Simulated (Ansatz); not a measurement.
Zn, one cell by several methods

```
CELL_PARAMETERS angstrom
2.66480 0.00000 0.00000
-1.33240 2.30778 0.00000
0.00000 0.00000 4.94670
ATOMIC_POSITIONS crystal
Zn 0.33333 0.66667 0.25000
Zn 0.66667 0.33333 0.75000
```

Atom numbers follow the list: Zn1, Zn2.

Conventional cell: a = 2.665 Å, b = 2.665 Å, c = 4.947 Å, α = 90.00°, β = 90.00°, γ = 120.00°. Around Zn (atom 1) lie 12 Zn at 2.66 to 2.91 Å.

The cell is COD entry 9008522, as deposited and not checked against the literature; nothing was relaxed.

Methods: DFT, PBE, PAW with Ansatz's default frozen-core files, scalar-relativistic (Ansatz 0.2.0); DFT, PBE, all-electron PAW with datasets made for the crystal, scalar-relativistic (Ansatz 0.2.0); DFT, PBE, all-electron LAPW, scalar-relativistic (Ansatz 0.2.0).

For PAW: a Γ-centred 16×16×8 k mesh, Fermi–Dirac smearing of 0.03 eV, cutoff 420 eV, no spin polarisation. The crystal-made all-electron datasets (AE datasets) take a cutoff of 260 eV at this cell. LAPW targets a basis error of 0.25 meV/atom. The Ansatz runs share mesh, smearing and spin set-up. Plane-wave (PAW) pressures include the program's estimate of the Pulay term.

Stress and pressure are positive in compression.

In a metal, gradients converge slowly with the k mesh: the values move by tens of per cent from one mesh to another, at times in sign, so only the comparison on one mesh counts.

Levels count from the Fermi level.

```tsv
quantity	PAW	AE datasets	LAPW
pressure (GPa)	-0.47	-0.46	-0.46
stress xx (GPa)	-0.36	-0.34	-0.34
stress zz (GPa)	-0.69	-0.71	-0.71
highest filled level at A (eV)	-7.222	-7.212	-7.212
lowest empty level at A (eV)	4.511	4.511	4.511
highest filled level at H (eV)	-7.145	-7.134	-7.134
lowest empty level at H (eV)	0.878	0.877	0.877
highest filled level at M (eV)	-2.229	-2.229	-2.229
lowest empty level at M (eV)	2.541	2.542	2.542
field gradient Vzz at Zn1 (10²¹ V/m²)	3.78	3.79	–
```

PAW's pressure differs from the LAPW value by about 0.01 GPa or less.
